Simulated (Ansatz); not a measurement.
**Structures of AlFe$_{3}$: which is lowest?**

Plane-wave DFT in Ansatz with scalar-relativistic PAW potentials, cutoff 420 eV, Γ-centred meshes chosen by cell and gap, Gaussian smearing with energies taken to zero width. Every cell was relaxed (cell and atoms) in a run of its own, within the symmetry of its start. Functional: PBEsol.

Relaxed structures (starts from databases or built by putting these elements on another compound's sites):
A. Fm-3m, 4 atoms in the computed cell, a = 5.662 Å; sites (symmetry × multiplicity) Al m-3m × 4, Fe -43m × 8 + m-3m × 4; start: database
B. Pm-3m, 4 atoms in the computed cell, a = 3.600 Å; sites (symmetry × multiplicity) Al m-3m × 1, Fe 4/mm.m × 3; start: built

**Question.** Rank them by energy. Could pressure change the order?

**Answer.**
```tsv
structure	group	E − E(lowest) (meV/atom)	V (Å³/atom)	gap on mesh (eV)
A	Fm-3m	0.0	11.34	0.00
B	Pm-3m	14.5	11.66	0.00
```

A is lowest, 15 meV/atom under B. The lowest is also the densest of these, so pressure wouldn't bring one of the others in at first order. Other structures may lie lower than all of these, and vibrations aren't counted.

Only parallel moments were tried here. Magnetic cells started from one order each; another order can shift an energy by tens of meV per atom.